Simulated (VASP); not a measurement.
Write the native input for VASP 6.6.1 that does the following.

```yaml
Task: band structure
Functional: PBE
Potentials_or_basis: VASP PAW PBE potentials, release 64 (W_sv, S)
Cutoff: 520 eV
k_mesh: 7 × 7 × 2
Occupations: fermi-dirac, width 0.05 eV
Spin: no spin polarisation
Further_INCAR_settings: ALGO = Normal; EDIFF = 1e-07; NBANDS = 35
```

The structure of WS2 lies in POSCAR:

```
WS2
1.0
    3.1832085602      0.0000000000      0.0000000000
   -1.5916042801      2.7567394786      0.0000000000
    0.0000000000      0.0000000000     23.6687632500
W S
2 4
Direct
    0.6666666667      0.3333333333      0.3626824600
    0.3333333333      0.6666666667      0.6373175400
    0.6666666667      0.3333333333      0.7031838900
    0.3333333333      0.6666666667      0.4285581700
    0.6666666667      0.3333333333      0.5714418300
    0.3333333333      0.6666666667      0.2968161100
```

These files were run (other wordings do the same):

INCAR

```
SYSTEM = WS2
  PREC = Accurate
  ENCUT = 520
  EDIFF = 1E-7
  ISMEAR = -1
  SIGMA = 0.05
  LREAL = .FALSE.
  LASPH = .TRUE.
  NELM = 60
  ALGO = Normal
  ISIF = 2
  LWAVE = .FALSE.
  LCHARG = .FALSE.
  LMAXMIX = 4
  GGA = PE
  NBANDS = 35
```

KPOINTS

```
Automatic mesh
0
G
  7 7 2
  0 0 0
```

KPOINTS_OPT

```
path GMKGALHA,LM,KH
20
line-mode
reciprocal
 0.0000000000  0.0000000000  0.0000000000  G
 0.5000000000  0.0000000000  0.0000000000  M

 0.5000000000  0.0000000000  0.0000000000  M
 0.3333333333  0.3333333333  0.0000000000  K

 0.3333333333  0.3333333333  0.0000000000  K
 0.0000000000  0.0000000000  0.0000000000  G

 0.0000000000  0.0000000000  0.0000000000  G
 0.0000000000  0.0000000000  0.5000000000  A

 0.0000000000  0.0000000000  0.5000000000  A
 0.5000000000  0.0000000000  0.5000000000  L

 0.5000000000  0.0000000000  0.5000000000  L
 0.3333333333  0.3333333333  0.5000000000  H

 0.3333333333  0.3333333333  0.5000000000  H
 0.0000000000  0.0000000000  0.5000000000  A

 0.5000000000  0.0000000000  0.5000000000  L
 0.5000000000  0.0000000000  0.0000000000  M

 0.3333333333  0.3333333333  0.0000000000  K
 0.3333333333  0.3333333333  0.5000000000  H
```

Potentials or basis: VASP PAW PBE potentials, release 64 (W_sv, S).

The run is started by

```sh
$ cat potpaw_PBE.64/W_sv/POTCAR potpaw_PBE.64/S/POTCAR > POTCAR
$ mpirun -np 1 vasp_std > vasp.out
```

Results of the run:

```yaml
Largest_force: 0.273 eV/Å
Band_gap_on_the_k_mesh: 1.66 eV, indirect (least direct gap 2.41 eV)
Band_gap_along_the_path: 1.48 eV, indirect (least direct gap 1.77 eV)
```

Caveat: spin-orbit coupling is left out, which moves the levels of the heavy elements.

It took 5.4 min on 1 thread of Intel(R) Xeon(R) 6975P-C (Granite Rapids) (shared host), peak memory 0.41 GiB.
